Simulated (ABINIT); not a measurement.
# InP (F-43m): G0W0 in ABINIT against the wavefunction cutoff in GW

Wanted: the cheapest wavefunction cutoff in GW that holds the gap of InP (F-43m).

Calculated with ABINIT 10.8.3; PBE and many-body steps on it, plane waves.

Most raw output is cut from this account.

The database entry behind the starting cell differs from later determinations by our own check (0.1 to 0.3 % short, probably kX units), so it need not match the best structure at ambient conditions.

## Step 1: Set-up

The structure is cubic, space group F-43m (No. 216). Conventional cell: a = 5.861 Å, b = 5.861 Å, c = 5.861 Å, α = 90.00°, β = 90.00°, γ = 90.00°. Nearest to In lie 4 P at 2.54 Å. Nearest to P lie 4 In at 2.54 Å. Farther neighbours are not listed.

The cell and positions come from the Crystallography Open Database and are kept as given unless a step says otherwise.

## Step 2: Screening, 4×4×4 mesh, 29 bands, screening to 106.1 eV

This step: ABINIT 10.8.3; RPA screening on PBE, plane waves, norm-conserving pseudopotentials.

The RPA dielectric matrix is built and inverted for each q.

Contents of run.abi:

```
acell 3*1.0 Angstrom
rprim 
  -0.000000000000 2.930500000000 2.930500000000
  2.930500000000 -0.000000000000 2.930500000000
  2.930500000000 2.930500000000 -0.000000000000
ntypat 2
znucl 49 15
natom 2
typat 1 2
xred 
  0.000000000000 0.000000000000 0.000000000000
  0.250000000000 0.250000000000 0.250000000000
pp_dirpath "pseudos"
pseudos "In.upf, P.upf"
ecut 31
ngkpt 4 4 4
nshiftk 1
shiftk 0 0 0
kptopt 1
chksymbreak 0
istwfk *1
occopt 1
irdwfk 1
optdriver 3
nband 29
ecuteps 3.9
inclvkb 2
awtr 1
symchi 1
ecutwfn 9.3
indata_prefix "in"
outdata_prefix "out"
tmpdata_prefix "tmp"
```

On the command line:

```console
$ OMP_NUM_THREADS=1 mpirun -n 4 abinit run.abi > log
```

The job ended after 3.6 s (4 MPI ranks of Arm Neoverse V1, shared host; peak memory 0.27 GiB).

This step gave:

| Property | Result |
| --- | --- |
| ε∞ with local fields, on this mesh, along the program's q direction | 42.50 |
| the same without local fields | 45.18 |
| plasma frequency | 21.76 eV |
| plane waves in the screening matrix | 137 |

Local fields lower ε∞ by 6 %. On a Γ-centred mesh this coarse the value itself is usually too large, while a short band sum pulls it down.

## Step 3: 9.3 Ha

This step: G0W0 on PBE, plane waves, norm-conserving pseudopotentials.

Changes to run.abi since step 2:

```diff
@@ -23,8 +23,15 @@
 irdwfk 1
-optdriver 3
+optdriver 4
 nband 29
+gwcalctyp 0
+ecutsigx 9.3
+symsigma 1
+nkptgw 1
+kptgw 
+  0.0000000000 0.0000000000 0.0000000000
+bdgw 
+  7 13
 ecuteps 3.9
-inclvkb 2
-awtr 1
-symchi 1
+irdscr 1
+ppmodel 1
 ecutwfn 9.3
```

Wall time 2.7 s (4 MPI ranks); peak memory 0.08 GiB.

Numbers from this step:

| Quantity | Value |
| --- | --- |
| G0W0 gap on the points computed | 1.039 eV |
| starting gap on the mesh | 0.7094 eV |
| k of the valence top | 0, 0, 0 |
| k of the conduction bottom | 0, 0, 0 |
| Z at the valence top | 0.774 |
| Z at the conduction bottom | 0.788 |
| least direct G0W0 gap on the computed points | 1.039 eV |

## Step 4: Screening, 4×4×4 mesh, 29 bands, screening to 106.1 eV

This step: RPA screening on PBE, plane waves, norm-conserving pseudopotentials.

Changes to run.abi since step 3:

```diff
@@ -23,16 +23,9 @@
 irdwfk 1
-optdriver 4
+optdriver 3
 nband 29
-gwcalctyp 0
-ecutsigx 9.3
-symsigma 1
-nkptgw 1
-kptgw 
-  0.0000000000 0.0000000000 0.0000000000
-bdgw 
-  7 13
 ecuteps 3.9
-irdscr 1
-ppmodel 1
-ecutwfn 9.3
+inclvkb 2
+awtr 1
+symchi 1
+ecutwfn 15.5
 indata_prefix "in"
```

The job ended after 4.7 s (4 MPI ranks; peak memory 0.35 GiB).

Numbers from this step:

- ε∞ with local fields, on this mesh, along the program's q direction: 42.50
- the same without local fields: 45.17
- plasma frequency: 22.16 eV
- plane waves in the screening matrix: 137

## Step 5: 15.5 Ha

The self-energy is evaluated for the states that the input lists, and the levels follow from it, in one-shot runs by the linearised quasiparticle equation.

This step: G0W0 on PBE, plane waves, norm-conserving pseudopotentials.

Changes to run.abi since step 4:

```diff
@@ -23,8 +23,15 @@
 irdwfk 1
-optdriver 3
+optdriver 4
 nband 29
+gwcalctyp 0
+ecutsigx 15.5
+symsigma 1
+nkptgw 1
+kptgw 
+  0.0000000000 0.0000000000 0.0000000000
+bdgw 
+  7 13
 ecuteps 3.9
-inclvkb 2
-awtr 1
-symchi 1
+irdscr 1
+ppmodel 1
 ecutwfn 15.5
```

The job ended after 2.8 s (4 MPI ranks; peak memory 0.09 GiB; 11 s of CPU time).

This step gave:

```yaml
g0w0_gap_on_the_points_computed: 1.007 eV
starting_gap_on_the_mesh: 0.7094 eV
k_of_the_valence_top: 0, 0, 0
k_of_the_conduction_bottom: 0, 0, 0
z_at_the_valence_top: 0.773
z_at_the_conduction_bottom: 0.788
least_direct_g0w0_gap_on_the_computed_points: 1.007 eV
```

The gap on the mesh goes from 0.71 eV to 1.01 eV, a correction of +0.30 eV.

## Step 6: Screening, 4×4×4 mesh, 29 bands, screening to 106.1 eV

This step: RPA screening on PBE, plane waves, norm-conserving pseudopotentials.

Changes to run.abi since step 5:

```diff
@@ -23,16 +23,9 @@
 irdwfk 1
-optdriver 4
+optdriver 3
 nband 29
-gwcalctyp 0
-ecutsigx 15.5
-symsigma 1
-nkptgw 1
-kptgw 
-  0.0000000000 0.0000000000 0.0000000000
-bdgw 
-  7 13
 ecuteps 3.9
-irdscr 1
-ppmodel 1
-ecutwfn 15.5
+inclvkb 2
+awtr 1
+symchi 1
+ecutwfn 23.2
 indata_prefix "in"
```

It took 4.8 s on 4 MPI ranks; peak memory 0.37 GiB.

This step gave:

| Property | Result |
| --- | --- |
| ε∞ with local fields, on this mesh, along the program's q direction | 42.47 |
| the same without local fields | 45.14 |
| plasma frequency | 22.20 eV |
| plane waves in the screening matrix | 137 |

## Step 7: 23.2 Ha

This step: G0W0 on PBE, plane waves, norm-conserving pseudopotentials.

Changes to run.abi since step 6:

```diff
@@ -23,8 +23,15 @@
 irdwfk 1
-optdriver 3
+optdriver 4
 nband 29
+gwcalctyp 0
+ecutsigx 23.2
+symsigma 1
+nkptgw 1
+kptgw 
+  0.0000000000 0.0000000000 0.0000000000
+bdgw 
+  7 13
 ecuteps 3.9
-inclvkb 2
-awtr 1
-symchi 1
+irdscr 1
+ppmodel 1
 ecutwfn 23.2
```

It took 2.9 s on 4 MPI ranks; peak memory 0.12 GiB.

This step gave:

- G0W0 gap on the points computed: 1.041 eV
- starting gap on the mesh: 0.7094 eV
- k of the valence top: 0, 0, 0
- k of the conduction bottom: 0, 0, 0
- least direct G0W0 gap on the computed points: 1.041 eV

Against the run before, the gap moves by +0.034 eV.

## Step 8: Screening, 4×4×4 mesh, 29 bands, screening to 106.1 eV

This step: RPA screening on PBE, plane waves, norm-conserving pseudopotentials.

Changes to run.abi since step 7:

```diff
@@ -23,16 +23,8 @@
 irdwfk 1
-optdriver 4
+optdriver 3
 nband 29
-gwcalctyp 0
-ecutsigx 23.2
-symsigma 1
-nkptgw 1
-kptgw 
-  0.0000000000 0.0000000000 0.0000000000
-bdgw 
-  7 13
 ecuteps 3.9
-irdscr 1
-ppmodel 1
-ecutwfn 23.2
+inclvkb 2
+awtr 1
+symchi 1
 indata_prefix "in"
```

It took 5.5 s on 4 MPI ranks; peak memory 0.45 GiB; 22 s of CPU time.

Numbers from this step:

```yaml
eps_infinity_with_local_fields_on_this_mesh_along_the_program_s_q_direction: 42.45
the_same_without_local_fields: 45.12
plasma_frequency: 22.21 eV
plane_waves_in_the_screening_matrix: 137
```

## Step 9: 31 Ha

This step: G0W0 on PBE, plane waves, norm-conserving pseudopotentials.

Changes to run.abi since step 8:

```diff
@@ -23,8 +23,15 @@
 irdwfk 1
-optdriver 3
+optdriver 4
 nband 29
+gwcalctyp 0
+ecutsigx 31
+symsigma 1
+nkptgw 1
+kptgw 
+  0.0000000000 0.0000000000 0.0000000000
+bdgw 
+  7 13
 ecuteps 3.9
-inclvkb 2
-awtr 1
-symchi 1
+irdscr 1
+ppmodel 1
 indata_prefix "in"
```

The job ended after 3.1 s (4 MPI ranks; peak memory 0.34 GiB).

This step gave:

```
G0W0 gap on the points computed              : 1.049 eV
starting gap on the mesh                     : 0.7094 eV
k of the valence top                         : 0, 0, 0
k of the conduction bottom                   : 0, 0, 0
least direct G0W0 gap on the computed points : 1.049 eV
```

Against the run before, the gap moves by +0.008 eV.

## Step 10: The runs together

Times are wall times on 4 MPI ranks of Arm Neoverse V1, shared host, good to a factor of about two. A run's time includes the screening step that it read.

| run | mesh | bands | screening cutoff (eV) | DFT gap (eV) | gap on the mesh (eV) | direct (eV) | ε∞ used | time |
| --- | --- | --- | --- | --- | --- | --- | --- | --- |
| 9.3 Ha | 4×4×4 | 29 | 106.1 | 0.709 | 1.039 | 1.039 | 42.50 | 6.3 s |
| 15.5 Ha | 4×4×4 | 29 | 106.1 | 0.709 | 1.007 | 1.007 | 42.50 | 7.5 s |
| 23.2 Ha | 4×4×4 | 29 | 106.1 | 0.709 | 1.041 | 1.041 | 42.47 | 7.8 s |
| 31 Ha | 4×4×4 | 29 | 106.1 | 0.709 | 1.049 | 1.049 | 42.45 | 8.6 s |

## Step 11: Outcome

| Item | Value |
| --- | --- |
| 9.3 Ha | 1.039 eV |
| 15.5 Ha | 1.007 eV |
| 23.2 Ha | 1.041 eV |
| 31 Ha | 1.049 eV |
| known limits | not at the basis limit; exchange with frozen shells missing; mesh may overstate the screening; no spin-orbit coupling; coarse k mesh |

What this shows: The setting moved: wavefunction cutoff in GW. From 9.3 Ha to 31 Ha the gap moves by +0.01 eV, not steadily: it passes through 1.01 eV. It holds to 0.03 eV from 23.2 Ha on. Bands and screening cutoff are coupled, so a series along one setting does not show full convergence. The exchange cutoff follows the wavefunction cutoff here. Bands and cutoff are finite, so the gap is not at the basis limit. The miss can reach some tenths of an eV and take either sign; the mesh is an error of its own. In the G0W0 runs levels were corrected at 1 k point alone, so a gap called «on the mesh» is the least over those, and an edge elsewhere would be missed. The 4×4×4 mesh is coarse for this cell, which bears on the long-range parts of exchange and screening. The norm-conserving file of at least one element keeps a d shell over frozen s and p shells of the same row. Exchange with those shells is missing from the self-energy, an error of 0.3 to 0.9 eV in cases checked, whose sign depends on which edge lies on those atoms. For the PBE start: The RPA ε∞ on this mesh reaches over 25; with a narrow direct gap a coarse mesh can overstate it, and the correction is then too small. The many-body steps are scalar-relativistic: spin-orbit coupling is not in them.

[Paths, hosts, dates, memory and timing lines, banners, echoed tables and standing remarks are left out of the program output.]

[Logs are printed without paths, hosts, clocks, repeated set-up lines and the standing remarks that a program may print on its own settings, such as how far it seeks lower states.]

[Runs of the session that timed out or met a known fault of the program may be left out.]

[Hosts, paths, dates, database ids (printed as entryN), source tags and the programs' standing remarks are cut or masked in the printed files.]

[G0W0 gaps are taken among the corrected bands and points alone; a level outside them can change the order at an edge.]

[Where Ansatz stands beside ABINIT at settings called matched, ABINIT's density can come from a denser mesh and the files from another edition; pairs whose starting gaps differed by over 0.03 eV were left out, so agreement reads better than it is.]
